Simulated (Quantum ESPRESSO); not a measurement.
## Bi under changes of volume

One of the cells (34.026 Å³/atom); the others are scaled copies at fixed shape and fractional positions:

```xyz
2
Lattice="3.4886 -3.1326 0.0000 3.4886 3.1326 0.0000 -1.2602 0.0000 3.1136" Properties=species:S:1:pos:R:3 pbc="T T T"
Bi    4.1738    0.0000    2.6695
Bi    1.5432    0.0000    0.4440
```

This isn't the form of Bi at room conditions, which is rhombohedral.

| Quantity | Value |
| --- | --- |
| Program | Quantum ESPRESSO 7.5 |
| Functional | PBEsol |
| Potentials or basis | PseudoDojo 0.4.1 SR PBEsol standard |
| Cutoff | 898 eV |
| Density cutoff | 3592 eV |
| k mesh | 6 × 6 × 9 |
| Occupations | fermi-dirac, width 0.05 eV |
| Spin | no spin polarisation |

| volume (Å³/atom) | energy over the lowest point (meV/atom) | pressure (GPa) | largest force (eV/Å) |
| --- | --- | --- | --- |
| 31.984 | 0.65 | 0.7 | 0.039 |
| 32.665 | 0.00 | -0.5 | 0.009 |
| 33.345 | 4.11 | -1.5 | 0.024 |
| 34.026 | ? | ? | ? |
| 34.706 | 24.56 | -3.3 | 0.078 |
| 35.387 | 40.00 | -4.0 | 0.103 |
| 36.067 | 58.38 | -4.7 | 0.127 |

Task: What does the run at 34.026 Å³/atom give?

Result: Energy over the lowest point 12.46 meV/atom; pressure -2.5 GPa; largest force 0.052 eV/Å.

Worked out: A Birch-Murnaghan fit of order 3 (a polynomial in V^(-2/3)) to the other rows has its minimum at 32.41 Å³/atom with B0 = V·E''(V) = 56 GPa and B' = 4.7 at fixed shape and positions, which overstates the stiffness. It gives 12.46 meV/atom at 34.026 Å³/atom, against the run's 12.46, and -dE/dV = -2.4 GPa, against -2.5.

Energies are extrapolated to zero smearing.
